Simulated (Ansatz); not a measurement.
The system is TiSi2.

```xyz
6
Lattice="1.7651 -6.7593 0.0000 1.7651 6.7593 0.0000 0.0000 0.0000 3.5652" Properties=species:S:1:pos:R:3 pbc="T T T"
Ti    1.7651    5.3653    0.8913
Ti    1.7651   -5.3653    2.6739
Si    1.7651   -3.3839    0.8913
Si    1.7651    3.3839    2.6739
Si    1.7651    0.7875    0.8913
Si    1.7651   -0.7875    2.6739
```

The cell comes from a database or a generator and needn't be the stable form of this composition.

Base run:

| Quantity | Value |
| --- | --- |
| Program | Ansatz 0.2.0 |
| Functional | r2SCAN |
| Potentials or basis | Ansatz PAW |
| Cutoff | 500 eV (not typed: the program's choice for these potentials) |
| k mesh | 8 × 8 × 8 |
| Occupations | fermi-dirac, width 0.05 eV |
| Spin | no spin polarisation |
| Hubbard terms | Ti d U = 1 eV |

Its results: band gap on the k mesh none (metal or under the smearing width); pressure 0.7 GPa; largest force 0.034 eV/Å.

Task: After a change of settings the same cell gave: band gap on the k mesh none (metal or under the smearing width); pressure 4.7 GPa; largest force 0.180 eV/Å. Which change was it?
A. hubbard terms from Ti d U = 1 eV to Ti d U = 5 eV
B. hubbard terms from Ti d U = 1 eV to Ti d U = 6 eV
C. hubbard terms from Ti d U = 1 eV to none; hubbard projectors from ortho-atomic (the default) to none

Result: A.

Caveats: U without spin polarisation on a metal has little footing; the PAW data sets come from PBE, with cores solved anew for the run's functional, which leaves a small shift of forces and pressure; the U is typed as a test and isn't derived for this compound.
